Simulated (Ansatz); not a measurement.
# SnO2 (P4_2/mnm) at 2 levels of theory

One geometry, relaxed with PBE; plane waves with PAW potentials in Ansatz, scalar-relativistic. No spin polarisation. Gaps are the least over mesh and band path; pressure is positive in compression.

```xyz
12
Lattice="-3.2383 3.4135 3.4135 3.2383 -3.4135 3.4135 3.2383 3.4135 -3.4135" Properties=species:S:1:pos:R:3 pbc="T T T"
Sn    0.0000    1.7067    5.1203
Sn    3.2383    1.7067   -1.7068
Sn   -1.6191    1.7067    1.7068
Sn    1.6191    1.7067    1.7068
O     1.6191   -1.7067    3.0272
O     0.0000    3.0272    1.7068
O     1.6191    1.7067   -0.3863
O     0.0000    0.3863    1.7068
O     3.2383    3.0272    1.7067
O     3.2383    0.3863    1.7067
O     1.6191    1.7067    3.7998
O     1.6191    5.1202    0.3863
```

```csv
level,cutoff (eV),k mesh,gap (eV),pressure (GPa)
PBE,420,6×6×6,0.68,0.0
```

Question: What comes out on the same cell with PBEsol?

Answer:
```json
{"level": "PBEsol", "cutoff (eV)": "420", "k mesh": "6×6×6", "gap (eV)": "0.58", "pressure (GPa)": "-5.8"}
```

It was relaxed from a Materials Project cell.
